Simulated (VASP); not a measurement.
A run of VASP 6.6.1 is set up as follows.

File INCAR:

```
PREC = Accurate
ENCUT = 520
EDIFF = 1E-6
ISMEAR = 1
SIGMA = 0.1
LREAL = F
LASPH = T
NELM = 80
ALGO = Normal
ISIF = 2
LWAVE = F
LCHARG = F
LDIPOL = T
IDIPOL = 3
DIPOL = 0.5 0.5 0.500
GGA = PE
NBANDS = 43
LVHAR = T
LVACPOTAV = T
ICORELEVEL = 1
KPAR = 2
```

The input KPOINTS:

```
Automatic mesh
0
Gamma
  12 12 1
```

Contents of POSCAR:

```
Pb                                      
1.0
    3.5645663000      0.0000000000      0.0000000000
   -1.7822831500      3.0870049700      0.0000000000
    0.0000000000      0.0000000000     26.6418247700
  Pb            
     5
Direct
     0.6666666699999979    0.3333333300000021    0.2900341255938693
     0.3333333300000021    0.6666666699999979    0.3909958949792023
     0.0000000000000000    0.0000000000000000    0.5000000000000000
     0.6666666699999979    0.3333333300000021    0.6090041050207976
     0.3333333300000021    0.6666666699999979    0.7099658744061307
```

Potentials or basis: VASP PAW PBE potentials, release 64 (Pb_d).

Launch:

```bash
$ cat potpaw_PBE.64/Pb_d/POTCAR > POTCAR
$ mpirun -np 2 vasp_std > vasp.out
```

**Question.** Predict the band gap on the k mesh.

**Answer.** None (metal or under the smearing width).

**Question.** What does it give for the work function of the upper face?

**Answer.** 3.54 eV.

Core levels (eV, on the scale of the bands):
```
atom                                                                                                                                      levels
1 Pb  1s -88085.8, 2s -15747.3, 2p -13502.0, 3s -3775.5, 3p -3132.1, 3d -2477.1, 4s -850.0, 4p -639.2, 4d -395.6, 4f -126.7, 5s -137.8, 5p -79.5
2 Pb  1s -88085.6, 2s -15747.1, 2p -13501.9, 3s -3775.4, 3p -3131.9, 3d -2477.0, 4s -849.9, 4p -639.1, 4d -395.5, 4f -126.6, 5s -137.7, 5p -79.4
3 Pb  1s -88085.8, 2s -15747.3, 2p -13502.1, 3s -3775.5, 3p -3132.1, 3d -2477.1, 4s -850.1, 4p -639.3, 4d -395.7, 4f -126.7, 5s -137.9, 5p -79.6
4 Pb  1s -88085.6, 2s -15747.1, 2p -13501.9, 3s -3775.4, 3p -3131.9, 3d -2477.0, 4s -849.9, 4p -639.1, 4d -395.5, 4f -126.6, 5s -137.7, 5p -79.4
5 Pb  1s -88085.8, 2s -15747.3, 2p -13502.0, 3s -3775.5, 3p -3132.1, 3d -2477.1, 4s -850.0, 4p -639.2, 4d -395.6, 4f -126.7, 5s -137.8, 5p -79.5
```

The run has no spin-orbit coupling, so splittings on Pb are missing.
